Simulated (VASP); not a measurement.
# SnTe: single point with LDA

**What was measured.**

From a printed reference work, textbook, for a bulk crystal of SnTe at 300 K: band gap 0.18 eV (direct).

The system is SnTe.

```xyz
2
Lattice="0.0000 3.1178 3.1178 3.1178 0.0000 3.1178 3.1178 3.1178 0.0000" Properties=species:S:1:pos:R:3 pbc="T T T"
Sn    0.0000    0.0000    0.0000
Te    3.1178    3.1178    3.1178
```

| Quantity | Value |
| --- | --- |
| Program | VASP 6.6.1 |
| Task | single point |
| Functional | LDA |
| Potentials or basis | VASP PAW LDA potentials, release 64 (Sn_d, Te) |
| Cutoff | 500 eV |
| k mesh | 6 × 6 × 6 |
| Occupations | gaussian, width 0.01 eV |
| Spin | no spin polarisation |
| Dipole correction | no |
| Further INCAR settings | ALGO = Normal; EDIFF = 1e-06; NBANDS = 17 |

```yaml
Pressure: 0.0 GPa
Band_gap_on_the_k_mesh: 0.21 eV, direct
```

Levels at points of the mesh, in eV from the valence-band top:
```
           k point  band 8  band 9  band 10  band 11  band 12  band 13
(0.00, 0.00, 0.00)   -2.14   -2.14    -2.14     3.42     3.42     3.42
(0.50, 0.00, 0.00)   -1.77   -1.77     0.00     0.21     0.36     0.36
(0.50, 0.50, 0.00)   -5.72   -3.81    -3.81     2.12     5.08     5.08
```

Run time: 10 s on 1 thread of Intel(R) Xeon(R) Platinum 8375C CPU @ 2.90GHz (Ice Lake) (shared host), peak memory 0.16 GiB.

Measured gap of SnTe: 0.18 eV (direct; 300 K; a printed reference work, textbook). This calculation gives 0.21 eV (+0.03 eV). Spin-orbit coupling on Sn, Te is left out. The value is that of LDA on a finite k mesh, which can miss the band edges, without temperature or zero-point motion.

Caveat: spin-orbit coupling is left out, which moves the levels of the heavy elements.
